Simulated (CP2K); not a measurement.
CdS (Greenockite):

```xyz
4
Lattice="4.1500 0.0000 0.0000 -2.0750 3.5940 0.0000 0.0000 0.0000 6.7370" Properties=species:S:1:pos:R:3 pbc="T T T"
Cd    2.0750    1.1980    3.3685
Cd    0.0000    2.3960    0.0000
S     2.0750    1.1980    5.8949
S     0.0000    2.3960    2.5264
```

Base run:

```yaml
Program: CP2K 2026.2
Functional: PBEsol
Potentials_or_basis: GTH_SOC_POTENTIALS Cd GTH-PBE-q12, S GTH-PBE-q6; DZVP-MOLOPT-SR-GTH basis
Density_cutoff: 6123 eV
k_mesh: 7 × 7 × 4
Occupations: fermi-dirac, width 0.05 eV
Spin: spin-orbit coupling, no magnetisation
```

Its results: pressure 0.6 GPa; largest force 0.069 eV/Å.

The run is repeated on the same cell with these changes: functional from PBEsol to PBE. What comes out?

Pressure 3.3 GPa; largest force 0.071 eV/Å.

PBE binds less tightly than PBEsol, so the same cell stands under more pressure.

Caveats: the basis of atomic orbitals isn't converged, which shifts pressures, moduli and gaps; the potentials were made for another functional, which shifts forces and pressure (some runs).
